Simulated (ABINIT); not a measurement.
A calculation with ABINIT 10.8.3 (patched build) of InPd (ASE script, Cartesian positions):

File run.py:

```python
import json, os
import numpy as np
from ase.units import GPa
from ase.calculators.abinit import Abinit, AbinitProfile
from ase.io import read

atoms = read('InPd.xyz')

profile = AbinitProfile(command='abinit', pp_paths=[os.path.abspath('pseudos')])
params = dict(
    pps='pawxml', xc='PBE',
    ecut=598.6505,
    pawecutdg=1197.301,
    kptopt=1,
    ngkpt=[8, 8, 8],
    nshiftk=1,
    shiftk=[0.0, 0.0, 0.0],
    ixc=11,
    nband=20,
    occopt=3,
    tsmear=0.05,
    nstep=100,
    tolvrs=1e-09,
    prtwf=0,
    prtden=0,
)

atoms.calc = Abinit(profile=profile, directory='run', **params)
energy = atoms.get_potential_energy()
forces = atoms.get_forces()
stress = atoms.get_stress()
print(f'energy {energy:.6f} eV')
print('forces (eV/A)')
print(np.round(forces, 5))
print('stress (GPa, Voigt, tension positive)', np.round(stress / GPa, 4))
json.dump(dict(energy=energy, forces=forces.tolist(), stress=stress.tolist(), cell=atoms.cell.tolist(), frac=atoms.get_scaled_positions(wrap=False).tolist()), open('results.json', 'w'))
```

Contents of InPd.xyz:

```xyz
2
Lattice="3.2718847800 0.0000000000 0.0000000000 0.0000000000 3.2718847800 0.0000000000 0.0000000000 0.0000000000 3.2718847800" Properties=species:S:1:pos:R:3 pbc="T T T"
In     0.0000000000      0.0000000000      0.0000000000
Pd     1.6359423900      1.6359423900      1.6359423900
```

Potentials or basis: JTH PAW PBE v2.0.

Run with:

```bash
$ python run.py
```

The cell comes from a database or a generator and needn't be the stable form of this composition.

Q: Write the same calculation in another form: native input, structure from a POSCAR.

A: As run:

File run.abi:

```
pp_dirpath "./"
pseudos "In.GGA_PBE-JTH.xml, Pd.GGA_PBE-JTH.xml"

structure "poscar:POSCAR"
natom 2

ecut 598.650497 eV
pawecutdg 44.0

kptopt 1
ngkpt 8 8 8
nshiftk 1
shiftk 0.0 0.0 0.0

ixc 11

nband 20
occopt 3
tsmear 0.05 eV

nstep 100
tolvrs 1.0e-9

iomode 3
prtwf 0
prtden 0
prteig 0
prtebands 0
enunit 2
```

File POSCAR:

```
InPd
1.0
    3.2718847800      0.0000000000      0.0000000000
    0.0000000000      3.2718847800      0.0000000000
    0.0000000000      0.0000000000      3.2718847800
In Pd
1 1
Direct
    0.0000000000      0.0000000000      0.0000000000  In
    0.5000000000      0.5000000000      0.5000000000  Pd
```

Potentials or basis: JTH PAW PBE v2.0.

Launch:

```bash
$ abinit run.abi > log 2>&1
```

Both were run:

|  | ASE script, Cartesian positions | native input, structure from a POSCAR |
| --- | --- | --- |
| Pressure | 3.5 GPa | 3.5 GPa |
| Band gap on the k mesh | none (metal or under the smearing width) | none (metal or under the smearing width) |
| Valence electrons inside the program's atomic spheres | In 11.21; Pd 16.94 | In 11.21; Pd 16.94 |

Keys that steer only the numerical path or the files written may differ.
